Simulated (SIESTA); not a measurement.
# Te2Mo (C2/m) in SIESTA: notebook

Aim: see how the results for Te2Mo move with the level of theory and the settings. Levels: PBEsol+U, PBE+U. Tasks: density of states, single point.

All numbers are computed with SIESTA 5.4.2; they aren't measurements. Logs are shortened: lines on timing, memory, paths and dates and some standing lists are left out, and cuts for length are marked.

## (1) The structure

It takes space group C2/m (No. 12, monoclinic). Conventional cell: a = 7.102 Å, b = 4.354 Å, c = 5.008 Å, α = 90.00°, β = 90.04°, γ = 90.00°. Around Mo (site symmetry 2/m) lie 6 Te at 2.65 to 2.93 Å. Te (site symmetry m) has 3 Mo at 2.65 to 2.93 Å as nearest neighbours.

The cell comes from a database or a generator and needn't be the stable form of this composition.

## (2) Density of states, PBEsol+U, collinear spin, antiferromagnetic start

run.py reads:

```python
from ase.spacegroup import crystal
from ase.calculators.siesta import Siesta
from ase.units import Ry, GPa

atoms = crystal(
    ['Mo', 'Te'],
    basis=[(0.0, 0.0, 0.0), (0.6879, 0.0, 0.2889)],
    spacegroup=12,  # C2/m
    cellpar=[7.10187112, 4.35358826, 5.00756499, 90.0, 90.04, 90.0],
)

fdf = {
    'SCFMustConverge': False,
    'DM.InitSpin': ['  1   1.000', '  2  -1.000', '  3   0.000', '  4   0.000', '  5   0.000', '  6   0.000'],
    'Spin.Fix': 'true',
    'Spin.Total': '2.00',
    'DFTU.ProjectorGenerationMethod': '1',
    'DFTU.Proj': ['Mo.1 1', 'n=4 2', '4.50 0.00', '0.0'],
    'DFTU.FirstIteration': 'true',
    'OccupationFunction': 'FD',
    'ElectronicTemperature': '0.05 eV',
    'MaxSCFIterations': '200',
    'SCF.Mixer.Method': 'Pulay',
    'SCF.Mixer.Weight': '0.1',
    'SCF.Mixer.History': '10',
    'SCF.DM.Tolerance': '5.0e-05',
    'SCF.H.Tolerance': '1.0e-03 eV',
    'WriteForces': 'true',
    'Charge.Mulliken': 'end',
    'ProjectedDensityOfStates': ['EF -15.0 15.0 0.1 201 eV'],
    'PDOS.kgrid.MonkhorstPack': ['  5   0   0  0.0', '  0   8   0  0.0', '  0   0   8  0.0'],
}
calc = Siesta(
    label="Te2Mo",
    command="siesta < PREFIX.fdf > PREFIX.out",
    pseudo_path="pseudos",
    pseudo_qualifier="",
    xc=('GGA', 'PBEsol'),
    basis_set="DZP",
    mesh_cutoff=800 * Ry,
    energy_shift=0.002 * Ry,
    kpts=[3, 5, 5],
    spin="collinear",
    fdf_arguments=fdf,
)
atoms.calc = calc

print(f"energy = {atoms.get_potential_energy():.6f} eV")
free = atoms.get_potential_energy(force_consistent=True)
print(f"free energy = {free:.6f} eV")
print("forces (eV/A):")
print(atoms.get_forces(apply_constraint=False).round(6))
print("stress (GPa, Voigt order, tension positive):", (atoms.get_stress() / GPa).round(4))
```

Potentials or basis: PseudoDojo 0.4 standard (PBEsol files), DZP (energy shift 0.002 Ry).

The run is started by

```bash
python run.py
```

The log of the run:

```text
Job completed
energy = -15206.110287 eV
free energy = -15206.128357 eV
forces (eV/A):
[[-0.        0.       -0.      ]
 [-0.       -0.       -0.      ]
 [-2.176516 -0.        0.241737]
 [ 2.176516  0.       -0.241737]
 [-1.057489 -0.        0.20633 ]
 [ 1.057489 -0.       -0.20633 ]]
stress (GPa, Voigt order, tension positive): [-12.4356  -1.3758 -12.658    0.       9.0269   0.    ]
```

Te2Mo.fdf:

```text
SystemName	Te2Mo
SystemLabel	Te2Mo

Charge.Mulliken	end
DFTU.FirstIteration	true
%block DFTU.Proj
Mo.1 1
n=4 2
4.50 0.00
0.0
%endblock DFTU.Proj
DFTU.ProjectorGenerationMethod	1
%block DM.InitSpin
  1   1.000
  2  -1.000
  3   0.000
  4   0.000
  5   0.000
  6   0.000
%endblock DM.InitSpin
ElectronicTemperature	0.05 eV
MaxSCFIterations	200
OccupationFunction	FD
%block PDOS.kgrid.MonkhorstPack
  5   0   0  0.0
  0   8   0  0.0
  0   0   8  0.0
%endblock PDOS.kgrid.MonkhorstPack
%block ProjectedDensityOfStates
EF -15.0 15.0 0.1 201 eV
%endblock ProjectedDensityOfStates
SCF.DM.Tolerance	5.0e-05
SCF.H.Tolerance	1.0e-03 eV
SCF.Mixer.History	10
SCF.Mixer.Method	Pulay
SCF.Mixer.Weight	0.1
SCFMustConverge	False
Spin.Fix	true
Spin.Total	2.00
WriteForces	true

Spin	collinear
SpinPolarized	True	# Backwards compatibility.
XC.functional	GGA
XC.authors	PBEsol

MeshCutoff	10884.554409746897	eV
PAO.EnergyShift	0.027211386024367245	eV

NumberOfSpecies	2
NumberOfAtoms	6
%block ChemicalSpecieslabel
    1 42 Mo.1 Mo.1.psml
    2 52 Te.2 Te.2.psml
%endblock ChemicalSpecieslabel

%block PAO.BasisSizes
    Mo.1	DZP
    Te.2	DZP
%endblock PAO.BasisSizes

LatticeConstant	1.0 Ang
%block LatticeVectors
    7.10187112 0.0 0.0
    0.0 4.35358826 0.0
    -0.00349593957934469 0.0 5.007563769686828
%endblock LatticeVectors
AtomicCoordinatesFormat	Ang
%block AtomicCoordinatesAndAtomicSpecies
    0.0 0.0 0.0 1
    3.55093556 2.17679413 0.0 1
    4.8843671665035275 0.0 1.4466851730625245 2
    2.2140080139171285 0.0 3.560878596624304 2
    1.333431606503527 2.17679413 1.4466851730625245 2
    5.764943573917128 2.17679413 3.560878596624304 2
%endblock AtomicCoordinatesAndAtomicSpecies
%block DM.InitSpin
%endblock DM.InitSpin

#KPoint grid
%block kgrid_Monkhorst_Pack
     3       0       0  0.0
     0       5       0  0.0
     0       0       5  0.0
%endblock kgrid_Monkhorst_Pack
```

Te2Mo.out:

```text
Version         : 5.4.2

[... 6 lines left out ...]
 NOTE: Please see the manual for full details and compatibility measures.

reinit: Reading from standard input
reinit: Dumping input in INPUT_TMP.28397
************************** Dump of input data file ****************************
SystemName	Te2Mo
SystemLabel	Te2Mo
Charge.Mulliken	end
DFTU.FirstIteration	true
%block DFTU.Proj
Mo.1 1
n=4 2
4.50 0.00
0.0
%endblock DFTU.Proj
DFTU.ProjectorGenerationMethod	1
%block DM.InitSpin
  1   1.000
  2  -1.000
  3   0.000
  4   0.000
  5   0.000
  6   0.000
%endblock DM.InitSpin
ElectronicTemperature	0.05 eV
MaxSCFIterations	200
OccupationFunction	FD
%block PDOS.kgrid.MonkhorstPack
  5   0   0  0.0
  0   8   0  0.0
  0   0   8  0.0
%endblock PDOS.kgrid.MonkhorstPack
%block ProjectedDensityOfStates
EF -15.0 15.0 0.1 201 eV
%endblock ProjectedDensityOfStates
SCF.DM.Tolerance	5.0e-05
SCF.H.Tolerance	1.0e-03 eV
SCF.Mixer.History	10
SCF.Mixer.Method	Pulay
SCF.Mixer.Weight	0.1
SCFMustConverge	False
Spin.Fix	true
Spin.Total	2.00
WriteForces	true
Spin	collinear
SpinPolarized	True	# Backwards compatibility.
XC.functional	GGA
XC.authors	PBEsol
MeshCutoff	10884.554409746897	eV
PAO.EnergyShift	0.027211386024367245	eV
NumberOfSpecies	2
NumberOfAtoms	6
%block ChemicalSpecieslabel
    1 42 Mo.1 Mo.1.psml
    2 52 Te.2 Te.2.psml
%endblock ChemicalSpecieslabel
%block PAO.BasisSizes
    Mo.1	DZP
    Te.2	DZP
%endblock PAO.BasisSizes
LatticeConstant	1.0 Ang
%block LatticeVectors
    7.10187112 0.0 0.0
[... 842 lines left out ...]
siesta:      Fermi_up =      -3.810197
siesta:      Fermi_dn =      -5.165253

siesta: Atomic forces (eV/Ang):
siesta:      1   -0.000000    0.000000   -0.000000
siesta:      2   -0.000000   -0.000000   -0.000000
siesta:      3   -2.176516   -0.000000    0.241737
siesta:      4    2.176516    0.000000   -0.241737
siesta:      5   -1.057489   -0.000000    0.206330
siesta:      6    1.057489   -0.000000   -0.206330
siesta: ----------------------------------------
siesta:    Tot    0.000000    0.000000   -0.000000

siesta: Stress tensor (static) (eV/Ang**3):
siesta:    -0.077617    0.000000    0.056341
siesta:     0.000000   -0.008587    0.000000
siesta:     0.056333   -0.000000   -0.079005

siesta: Cell volume =        154.826975 Ang**3

siesta: Pressure (static):
siesta:                Solid            Molecule  Units
siesta:           0.00059978          0.00064839  Ry/Bohr**3
siesta:           0.05506955          0.05953283  eV/Ang**3
siesta:          88.23115383         95.38210267  kBar

Basis Enthalpy Calculation:
    Basis Pressure for species 1(Mo.1) :      0.2000000 GPa
    Basis Pressure for species 2(Te.2) :      0.2000000 GPa

    Orbital volume contribution        =           7.683453 eV
    (Free)E + p_basis*V_orbitals       =      -15198.444903 eV
    (Free)Eharris+ p_basis*V_orbitals  =      -15198.445267 eV

mulliken: Atomic and Orbital Populations:

mulliken: Spin UP

Species: Mo.1
Atom  Qatom  Qorb
               4s      5s      5s      4py     4pz     4px     5py     5pz
               5px     4dxy    4dyz    4dz2    4dxz    4dx2-y2 4dxy    4dyz
               4dz2    4dxz    4dx2-y2
   1  8.975   0.976  -0.069   0.296   0.987   0.988   0.986   0.207   0.196
              0.202   0.831   0.772   0.880   0.620   0.768   0.018   0.049

              0.075   0.112   0.079
   2  5.170   0.965  -0.181   0.306   0.975   0.976   0.971   0.131   0.124
              0.130   0.131   0.195   0.014   0.171   0.135   0.008   0.008

              0.016   0.061   0.035

Species: Te.2
Atom  Qatom  Qorb
               5s      5s      5py     5pz     5px     5py     5pz     5px
               4dxy    4dyz    4dz2    4dxz    4dx2-y2 5dxy    5dyz    5dz2
               5dxz    5dx2-y2
   3  8.273   0.863   0.044   0.664   0.632   0.569   0.050   0.054   0.099
              1.001   1.001   1.001   1.000   1.000   0.057   0.095   0.034

              0.063   0.045
   4  8.273   0.863   0.044   0.664   0.632   0.569   0.050   0.054   0.099
              1.001   1.001   1.001   1.000   1.000   0.057   0.095   0.034
[... 5 lines left out ...]
              0.062   0.050
   6  8.155   0.868   0.040   0.540   0.597   0.578   0.066   0.058   0.105
              1.001   1.001   1.001   1.000   1.000   0.051   0.107   0.031

              0.062   0.050

mulliken: Qtot =       47.000

mulliken: Spin DOWN

Species: Mo.1
Atom  Qatom  Qorb
               4s      5s      5s      4py     4pz     4px     5py     5pz
               5px     4dxy    4dyz    4dz2    4dxz    4dx2-y2 4dxy    4dyz
               4dz2    4dxz    4dx2-y2
   1  4.871   0.965  -0.167   0.283   0.974   0.976   0.971   0.120   0.113
              0.112   0.073   0.089   0.005   0.148   0.101   0.013   0.005

              0.015   0.050   0.025
   2  8.717   0.974  -0.046   0.282   0.984   0.985   0.983   0.194   0.181
              0.198   0.777   0.683   0.832   0.606   0.731   0.028   0.046

              0.086   0.117   0.077

Species: Te.2
Atom  Qatom  Qorb
               5s      5s      5py     5pz     5px     5py     5pz     5px
               4dxy    4dyz    4dz2    4dxz    4dx2-y2 5dxy    5dyz    5dz2
               5dxz    5dx2-y2
   3  7.791   0.850   0.043   0.446   0.439   0.506   0.073   0.068   0.104
              1.000   1.000   1.001   1.000   1.000   0.039   0.091   0.029

              0.059   0.043
   4  7.791   0.850   0.043   0.446   0.439   0.506   0.073   0.068   0.104
              1.000   1.000   1.001   1.000   1.000   0.039   0.091   0.029
[... 5 lines left out ...]
              0.055   0.036
   6  7.915   0.857   0.043   0.545   0.471   0.533   0.066   0.065   0.094
              1.000   1.000   1.001   1.000   1.000   0.035   0.081   0.032

              0.055   0.036

mulliken: Qtot =       45.000

Mulliken Atomic Populations:
Atom #   charge [q] valence [e]      Sz [e]  Species
     1     0.154042   13.845958    4.103230  Mo.1
     2     0.112979   13.887021   -3.546156  Mo.1
     3    -0.064111   16.064111    0.481770  Te.2
     4    -0.064111   16.064111    0.481770  Te.2
     5    -0.069399   16.069399    0.239693  Te.2
     6    -0.069399   16.069399    0.239693  Te.2
 Total     0.000000                2.000000

Job completed
```

It took 24 min on 1 thread of Arm Neoverse V1, shared host; peak memory 0.88 GiB.

Results:

```yaml
Free_energy: -15206.1284 eV
Pressure: 8.8 GPa
Largest_force: 2.190 eV/Å
Net_moment: 2.00 μB per cell
Site_moments: Mo +4.10, -3.55; Te +0.48, +0.24 μB
```

Forces on the atoms (eV/Å):
```
Mo   0.000  0.000  0.000
Mo   0.000  0.000  0.000
Te  -2.177  0.000  0.242
Te   2.177  0.000 -0.242
Te  -1.057  0.000  0.206
Te   1.057  0.000 -0.206
```

Stress tensor (GPa, compression positive):
```
12.44  0.00 -9.03
 0.00  1.38  0.00
-9.03  0.00 12.66
```

Caveat: the moment is held away from its start; semicore shells carry a single zeta, which can move pressures by several GPa and volumes by a few percent; the basis of atomic orbitals isn't converged, which shifts pressures, moduli and gaps; the total moment is fixed, so each spin has its own Fermi level; the U is typed as a test and isn't derived for this compound; forces of over 1 eV/Å show positions far from the minimum, so gaps and moduli don't describe the material at rest.

## (3) Single point, PBEsol+U, collinear spin, random start

run.py reads:

```python
from ase import Atoms
from ase.calculators.siesta import Siesta
from ase.units import Ry, GPa

atoms = Atoms(
    ['Mo', 'Te', 'Te'],
    cell=[
        [3.55093556, -2.17679413, 0.0],
        [3.55093556, 2.17679413, 0.0],
        [-0.00349594, 0.0, 5.00756377],
    ],
    scaled_positions=[
        [0.0, 0.0, 0.0],
        [0.6879, 0.6879, 0.2889],
        [0.3121, 0.3121, 0.7111],
    ],
    pbc=True,
)

fdf = {
    'SCFMustConverge': False,
    'DM.InitSpin': ['  1  -1.110', '  2   0.000', '  3   0.000'],
    'DFTU.ProjectorGenerationMethod': '2',
    'DFTU.Proj': ['Mo.1 1', 'n=4 2', '3.00 0.00', '2.3 0.15'],
    'OccupationFunction': 'FD',
    'ElectronicTemperature': '0.05 eV',
    'MaxSCFIterations': '200',
    'SCF.Mixer.Method': 'Pulay',
    'SCF.Mixer.Weight': '0.1',
    'SCF.Mixer.History': '10',
    'SCF.DM.Tolerance': '5.0e-05',
    'SCF.H.Tolerance': '1.0e-03 eV',
    'WriteForces': 'true',
    'Charge.Mulliken': 'end',
}
calc = Siesta(
    label="Te2Mo",
    command="siesta < PREFIX.fdf > PREFIX.out",
    pseudo_path="pseudos",
    pseudo_qualifier="",
    xc=('GGA', 'PBEsol'),
    basis_set="DZP",
    mesh_cutoff=800 * Ry,
    energy_shift=0.002 * Ry,
    kpts=[6, 6, 5],
    spin="collinear",
    fdf_arguments=fdf,
)
atoms.calc = calc

print(f"energy = {atoms.get_potential_energy():.6f} eV")
free = atoms.get_potential_energy(force_consistent=True)
print(f"free energy = {free:.6f} eV")
print("forces (eV/A):")
print(atoms.get_forces(apply_constraint=False).round(6))
print("stress (GPa, Voigt order, tension positive):", (atoms.get_stress() / GPa).round(4))
```

Potentials or basis: PseudoDojo 0.4 standard (PBEsol files), DZP (energy shift 0.002 Ry).

The run is started by

```bash
python run.py
```

Wall time 7.7 min (1 thread of Arm Neoverse V1, shared host); peak memory 0.45 GiB.

Results (log left out):

```yaml
Free_energy: -7604.1366 eV
Pressure: 5.6 GPa
Largest_force: 1.343 eV/Å
Band_gap_on_the_k_mesh: none (metal or under the smearing width)
Net_moment: -2.66 μB per cell
Site_moments: Mo -3.20; Te +0.27 μB
```

Forces in eV/Å, atoms in the order of the input:
```
Mo   0.000  0.000  0.000
Te  -1.206  0.000 -0.591
Te   1.206  0.000  0.591
```

Stress tensor (GPa, compression positive):
```
 7.01  0.00 -8.48
 0.00 -2.02  0.00
-8.48  0.00 11.72
```

Caveat: semicore shells carry a single zeta, which can move pressures by several GPa and volumes by a few percent; the basis of atomic orbitals isn't converged, which shifts pressures, moduli and gaps; the U is typed as a test and isn't derived for this compound; forces of over 1 eV/Å show positions far from the minimum, so gaps and moduli don't describe the material at rest.

## (4) Single point, PBE+U, collinear spin, ferromagnetic start

Te2Mo.fdf reads:

```
SystemName                      Te2Mo
SystemLabel                     Te2Mo
NumberOfSpecies                 2
NumberOfAtoms                   3
%block ChemicalSpeciesLabel
  1  42 Mo
  2  52 Te
%endblock ChemicalSpeciesLabel

LatticeConstant                 1.0 Ang
%block LatticeVectors
     3.5509355600    -2.1767941300     0.0000000000
     3.5509355600     2.1767941300     0.0000000000
    -0.0034959400     0.0000000000     5.0075637700
%endblock LatticeVectors
AtomicCoordinatesFormat         Ang
%block AtomicCoordinatesAndAtomicSpecies
     0.0000000000     0.0000000000     0.0000000000  1
     4.8843671664     0.0000000000     1.4466851732  2
     2.2140080136     0.0000000000     3.5608785968  2
%endblock AtomicCoordinatesAndAtomicSpecies

%block kgrid.MonkhorstPack
    6   0   0  0.0
    0   6   0  0.0
    0   0   5  0.0
%endblock kgrid.MonkhorstPack
XC.Functional                   GGA
XC.Authors                      PBE
PAO.BasisSize                   DZP
PAO.EnergyShift                 0.002 Ry
Mesh.Cutoff                     800 Ry
Spin                            polarized
%block DM.InitSpin
    1   1.000
    2   0.000
    3   0.000
%endblock DM.InitSpin
DFTU.ProjectorGenerationMethod  2
%block DFTU.Proj
  Mo 1
  n=4 2
  4.50 0.00
  2.3 0.15
%endblock DFTU.Proj
OccupationFunction              FD
ElectronicTemperature           0.05 eV
MaxSCFIterations                200
SCF.MustConverge                false
SCF.Mixer.Method                Pulay
SCF.Mixer.Weight                0.1
SCF.Mixer.History               10
SCF.DM.Tolerance                5.0e-05
SCF.H.Tolerance                 1.0e-03 eV
WriteForces                     true
Charge.Mulliken                 end
```

Potentials or basis: PseudoDojo 0.4 standard (PBE files), DZP (energy shift 0.002 Ry).

The run is started by

```bash
siesta Te2Mo.fdf > Te2Mo.out 2>&1
```

Wall time 10 min (1 thread of Arm Neoverse V1, shared host); peak memory 0.46 GiB.

The run converged. Its results:

```
Free energy            : -7612.9126 eV
Pressure               : 10.8 GPa
Largest force          : 1.373 eV/Å
Band gap on the k mesh : none (metal or under the smearing width)
Net moment             : 2.79 μB per cell
Site moments           : Mo +3.44; Te -0.33 μB
```

Forces in eV/Å, atoms in the order of the input:
```
Mo   0.000  0.000  0.000
Te  -1.322  0.000 -0.373
Te   1.322  0.000  0.373
```

Stress tensor (GPa, compression positive):
```
13.46  0.00 -9.25
 0.00  2.89  0.00
-9.25  0.00 16.06
```

Caveat: semicore shells carry a single zeta, which can move pressures by several GPa and volumes by a few percent; the basis of atomic orbitals isn't converged, which shifts pressures, moduli and gaps; the U is typed as a test and isn't derived for this compound; forces of over 1 eV/Å show positions far from the minimum, so gaps and moduli don't describe the material at rest.

## (5) Summary

| task | level | potentials or basis | spin | U | fixed moment (μB) | k mesh | hubbard projector method | U from the first cycle | broadening (eV) | window from (eV) | window to (eV) | gap on the mesh (eV) | pressure (GPa) | moment (μB) | largest force (eV/Å) |
| --- | --- | --- | --- | --- | --- | --- | --- | --- | --- | --- | --- | --- | --- | --- | --- |
| density of states | PBEsol+U | PseudoDojo 0.4 standard (PBEsol files), DZP (energy shift 0.002 Ry) | collinear, antiferromagnetic start | Mo d U = 4.5 eV | 2.0 | 3 × 5 × 5 | 1 | yes | 0.1 eV | -15 eV | 15 eV | - | 8.8 | 2.00 | 2.19 |
| single point | PBEsol+U | PseudoDojo 0.4 standard (PBEsol files), DZP (energy shift 0.002 Ry) | collinear, random start | Mo d U = 3 eV | - | 6 × 6 × 5 | 2 | - | - | - | - | none | 5.6 | 2.66 | 1.34 |
| single point | PBE+U | PseudoDojo 0.4 standard (PBE files), DZP (energy shift 0.002 Ry) | collinear, ferromagnetic start | Mo d U = 4.5 eV | - | 6 × 6 × 5 | 2 | - | - | - | - | none | 10.8 | 2.79 | 1.37 |

Alike in all rows: cell as given; smearing fermi-dirac 0.05 eV; grid cutoff 800 Ry; energy shift 0.002 Ry.

Caveats: semicore shells carry a single zeta, which can move pressures by several GPa and volumes by a few percent; the basis of atomic orbitals isn't converged, which shifts pressures, moduli and gaps; the U is typed as a test and isn't derived for this compound; forces of over 1 eV/Å show positions far from the minimum, so gaps and moduli don't describe the material at rest; the moment is held away from its start (some runs); the total moment is fixed, so each spin has its own Fermi level (some runs).

Total energies depend on the potentials used, so only differences within one code and one set of settings carry meaning.
